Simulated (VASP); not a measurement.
Runs of VASP 6.6.1 on Ca. It takes space group Im-3m (No. 229, cubic). Conventional cell: a = 4.618 Å, b = 4.618 Å, c = 4.618 Å, α = 90.00°, β = 90.00°, γ = 90.00°. Ca (site symmetry m-3m) has 8 Ca at 4.00 Å as nearest neighbours. This isn't the form of Ca at room conditions, which is fcc.

```tsv
cell	k mesh	gap on the mesh (eV)	pressure (GPa)
Im-3m, 49.23 Å³/atom	11 × 11 × 11	none	(a)
Im-3m, 38.68 Å³/atom	11 × 11 × 11	none	2.5
Im-3m, 43.96 Å³/atom	11 × 11 × 11	none	0.0
Im-3m, 43.96 Å³/atom	16 × 16 × 16	none	0.0
```

Alike in all rows: task single point; level revPBE; potentials or basis VASP PAW PBE potentials, release 64 (Ca_sv); no spin polarisation; cutoff (eV) 520; smearing fermi-dirac 0.1 eV.

**Question.** Fill in the values left out.

**Answer.** (a) -1.5.

Caveats: the PAW data sets were made with another functional, which shifts forces and pressure a little.

A gap of «none» marks a metal or a gap under the smearing width.
